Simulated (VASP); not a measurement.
# Interstitial F in a supercell of TiPt3, part 4 of 6

Aim: the formation energy and local structure of interstitial F in TiPt3. The start is a cell from a database of measured crystal structures.

VASP 6.6.1, plane waves and PAW; the level of theory is named at each step.

Still holding for the runs below: The k-mesh is coarse for a metal.

So far. Step 6 (Going on with the relaxation): The start already met the threshold, so nothing moved. Step 6 (Going on with the relaxation): Energy at zero smearing: -6.96479 eV.

The database entry behind the starting cell is an old determination (1943), so it need not match the best structure at ambient conditions.

## Step 7: Reference Ti

This step: PBEsol; plane waves and PAW (Ti) (VASP 6.6.1).

System of this step: Ti. The structure is hexagonal, space group P6_3/mmc (No. 194). Conventional cell: a = 2.950 Å, b = 2.950 Å, c = 4.685 Å, α = 90.00°, β = 90.00°, γ = 120.00°. Nearest to Ti lie 12 Ti at 2.90 to 2.95 Å.

Ti is not exchanged here; its energy serves the host's formation enthalpy.

INCAR reads:

```
SYSTEM = Ti
PREC = Normal
ENCUT = 400
EDIFF = 1E-05
NELM = 120
ISMEAR = 1
SIGMA = 0.1
LREAL = Auto
ALGO = Fast
GGA = PS
NBANDS = 10
LASPH = .TRUE.
LORBIT = 11
LWAVE = .FALSE.
LCHARG = .FALSE.
KPAR = 4
IBRION = 2
NSW = 25
ISIF = 3
EDIFFG = -0.02
POTIM = 0.4
```

POSCAR reads:

```
Ti
1.0
    2.9500000000      0.0000000000      0.0000000000
   -1.4750000000      2.5547749412      0.0000000000
    0.0000000000      0.0000000000      4.6846000000
Ti
2
Direct
    0.0000000000      0.0000000000      0.0000000000
    0.3333333333      0.6666666667      0.5000000000
```

KPOINTS reads:

```
Automatic mesh
0
Gamma
10 10 6
0 0 0
```

PAW data sets: Ti (PBE family, release 64).

Launch:

```bash
mpirun -np 4 vasp_std
```

What it wrote:

```text
[banner, memory and clock lines left out]
running    4 mpi-ranks, on    1 nodes
 distrk:  each k-point on    1 cores,    4 groups
 distr:  one band on    1 cores,    1 groups

 POSCAR found type information on POSCAR Ti
 POSCAR found :  1 types and       2 ions
 [... a notice as in an earlier step ...]

 [... a notice as in an earlier step ...]

 LDA part: xc-table for (Slater+PW92), standard interpolation
 POSCAR, INCAR and KPOINTS ok, starting setup
 FFT: planning ... GRIDC
 FFT: planning ... GRID_SOFT
 FFT: planning ... GRID
 WAVECAR not read
 entering main loop
       N       E                     dE             d eps       ncg     rms          rms(c)
DAV:   1     0.822469408788E+01    0.82247E+01   -0.27554E+03  1120   0.572E+02
DAV:   2    -0.179236527478E+02   -0.26148E+02   -0.25182E+02  1128   0.102E+02
DAV:   3    -0.189558339827E+02   -0.10322E+01   -0.10062E+01  1578   0.223E+01
DAV:   4    -0.189678894576E+02   -0.12055E-01   -0.12034E-01  1366   0.212E+00
DAV:   5    -0.189679335942E+02   -0.44137E-04   -0.44134E-04  1354   0.110E-01    0.157E+01
RMM:   6    -0.167390520672E+02    0.22289E+01   -0.42071E+00  1120   0.195E+01    0.398E+00
RMM:   7    -0.165019627938E+02    0.23709E+00   -0.20326E+00  1121   0.911E+00    0.120E+00
RMM:   8    -0.165078074961E+02   -0.58447E-02   -0.29341E-01  1120   0.548E+00    0.743E-01
RMM:   9    -0.165130939931E+02   -0.52865E-02   -0.11791E-01  1121   0.216E+00    0.501E-01
RMM:  10    -0.165106708552E+02    0.24231E-02   -0.32105E-02  1120   0.181E+00    0.822E-02
RMM:  11    -0.165110457687E+02   -0.37491E-03   -0.47992E-03  1127   0.296E-01    0.260E-02
RMM:  12    -0.165110531353E+02   -0.73666E-05   -0.28628E-04  1103   0.978E-02    0.382E-02
RMM:  13    -0.165110517968E+02    0.13385E-05   -0.52260E-05   991   0.498E-02
   1 F= -.16511052E+02 E0= -.16510438E+02  d E =-.165111E+02
 curvature:   0.00 expect dE= 0.000E+00 dE for cont linesearch  0.000E+00
 trial: gam= 0.00000 g(F)=  0.647E-48 g(S)=  0.149E+00 ort = 0.000E+00 (trialstep = 0.100E+01)
 search vector abs. value=  0.149E+00
 bond charge predicted
       N       E                     dE             d eps       ncg     rms          rms(c)
DAV:   1    -0.165967221346E+02   -0.85669E-01   -0.37439E+00  1120   0.197E+01    0.308E+00
RMM:   2    -0.165594143362E+02    0.37308E-01   -0.55572E-02  1120   0.214E+00    0.121E+00
RMM:   3    -0.165534576157E+02    0.59567E-02   -0.26919E-02  1120   0.934E-01    0.187E-01
RMM:   4    -0.165533776934E+02    0.79922E-04   -0.38367E-03  1120   0.624E-01    0.243E-01
RMM:   5    -0.165543259190E+02   -0.94823E-03   -0.41332E-03  1139   0.444E-01    0.392E-01
RMM:   6    -0.165535032760E+02    0.82264E-03   -0.28513E-03  1120   0.575E-01    0.760E-02
RMM:   7    -0.165534977889E+02    0.54872E-05   -0.18293E-04  1113   0.801E-02    0.201E-02
RMM:   8    -0.165534997226E+02   -0.19338E-05   -0.16815E-05   784   0.315E-02
   2 F= -.16553500E+02 E0= -.16552918E+02  d E =-.424479E-01
[...]
3 F= -.16564106E+02 E0= -.16563425E+02  d E =-.530545E-01
[...]
4 F= -.16564100E+02 E0= -.16563417E+02  d E =-.530482E-01
[...]
5 F= -.16564361E+02 E0= -.16563749E+02  d E =-.260953E-03
 trial-energy change:   -0.000261  1 .order   -0.000253   -0.000298   -0.000207
 step:   3.0827(harm=  3.0827)  dis= 0.00000  next Energy=   -16.564590 (dE=-0.490E-03)
 bond charge predicted
       N       E                     dE             d eps       ncg     rms          rms(c)
DAV:   1    -0.165647593595E+02   -0.39255E-03   -0.26917E-02  1120   0.999E-01    0.631E-02
RMM:   2    -0.165646742596E+02    0.85100E-04   -0.10307E-04  1096   0.899E-02    0.335E-02
RMM:   3    -0.165646429382E+02    0.31321E-04   -0.36689E-05  1013   0.377E-02    0.273E-03
RMM:   4    -0.165646428970E+02    0.41235E-07   -0.34345E-06   661   0.117E-02
   6 F= -.16564643E+02 E0= -.16564219E+02  d E =-.542923E-03
 curvature:  -1.52 expect dE=-0.393E-05 dE for cont linesearch -0.309E-05
 trial: gam=-0.07686 g(F)=  0.825E-49 g(S)=  0.258E-05 ort = 0.253E-04 (trialstep = 0.137E+01)
 search vector abs. value=  0.554E-06
 reached required accuracy - stopping structural energy minimisation
```

Wall time 6.4 s (4 MPI ranks of Intel Xeon 6975P-C (Granite Rapids), shared host); peak memory 0.46 GiB.

From OUTCAR (step 7):

```text
   k-points           NKPTS =     56   k-points in BZ     NKDIM =     56   number of bands    NBANDS=     10

   ENCUT  =  400.0 eV  29.40 Ry    5.42 a.u.   4.81  4.81  7.64*2*pi/ulx,y,z

   NELECT =       8.0000    total number of electrons

 E-fermi :   3.2217

 k-point     1 :       0.0000    0.0000    0.0000
  band No.  band energies     occupation
      1      -3.0231      2.00000
      2       0.4452      2.00000
      3       4.0098     -0.00000
      4       4.0098     -0.00000
      5       4.1846     -0.00000
      6       4.1879     -0.00000
      7       4.5576     -0.00000
    ...

  Total        0.0009102      0.0009102     -0.0114914      0.0000000      0.0000000      0.0000000
  in kB        0.0440524      0.0440524     -0.5561958      0.0000000      0.0000000      0.0000000
  external PRESSURE =      -0.1560303 kB  Pullay stress =       0.0000000 kB

 POSITION                                       TOTAL-FORCE (eV/Angst)
 -----------------------------------------------------------------------------------
      0.00000     -0.00000     -0.00000         0.000000      0.000000     -0.000000
     -0.00000      1.67283      2.27653        -0.000000     -0.000000      0.000000
 -----------------------------------------------------------------------------------
    total drift:                               -0.000000      0.000000     -0.000000

  FREE ENERGIE OF THE ION-ELECTRON SYSTEM (eV)
  ---------------------------------------------------
  free  energy   TOTEN  =       -16.5646428970 eV

  energy  without entropy=      -16.5633705271  energy(sigma->0) =      -16.56421877

[... 1 part as in an earlier step ...]

[... 15 further parts left out ...]
```

CONTCAR:

```
Ti
   1.00000000000000
     2.8974201545625298    0.0000000000000000   -0.0000000000000000
    -1.4487100772812649    2.5092394593221607   -0.0000000000000000
    -0.0000000000000000   -0.0000000000000000    4.5530600760391735
  Ti
     2
Direct
     0.0000000000000000    0.0000000000000000    0.0000000000000000
     0.3333333332999970    0.6666666667000030    0.5000000000000000
```

The run keeps the 24 symmetry operations of its start, so it cannot find a distortion of lower symmetry.

The steps of the relaxation:

| step | energy less that of the first step (eV) | largest force (eV/Å) | pressure (GPa) | volume (Å³) |
| --- | --- | --- | --- | --- |
| 1 | 0.0000 | 0.0000 | -7.27 | 35.31 |
| 2 | -0.0424 | 0.0000 | 3.76 | 32.13 |
| 3 | -0.0531 | 0.0000 | 0.04 | 33.07 |
| 4 | -0.0530 | 0.0000 | -0.09 | 33.11 |
| 5 | -0.0533 | 0.0000 | -0.06 | 33.11 |
| 6 | -0.0536 | 0.0000 | -0.02 | 33.10 |

| conventional cell, symmetrised | before | after | change |
| --- | --- | --- | --- |
| a (Å) | 2.950 | 2.897 | -1.8 % |
| b (Å) | 2.950 | 2.897 | -1.8 % |
| c (Å) | 4.685 | 4.553 | -2.8 % |
| volume (Å³/atom) | 17.65 | 16.55 | -6.2 % |

The relaxed structure:

```xyz
2
Lattice="2.8974 0.0000 0.0000 -1.4487 2.5092 0.0000 0.0000 0.0000 4.5531" Properties=species:S:1:pos:R:3 pbc="T T T"
Ti    0.0000    0.0000    0.0000
Ti    0.0000    1.6728    2.2765
```

Numbers from this step:

| Property | Result |
| --- | --- |
| electronic cycles | 36 |
| electrons | 8 |
| free energy (TOTEN) | -16.56 eV |
| energy at zero smearing | -16.56 eV |
| Fermi energy | 3.222 eV |

The run ended after 6 ionic steps, 0.054 eV below its first step, once forces and stress met EDIFFG = -0.02.

Energy at zero smearing: -16.56422 eV.

(Continued in part 5 of 6.)

[Lines on the potential files, build, host, timing and source positions are cut from VASP's logs without a mark.]

[Logs are printed without paths, hosts, clocks, repeated set-up lines and the standing remarks that a program may print on its own settings, such as how far it seeks lower states.]

[Hosts, paths, dates, database ids (printed as entryN), source tags and the programs' standing remarks are cut or masked in the printed files.]

[In band tables of VASP the shares of atoms and orbitals are scaled to a sum of 1 inside the atoms' spheres.]

[Runs that stopped without an error message from VASP are left out.]
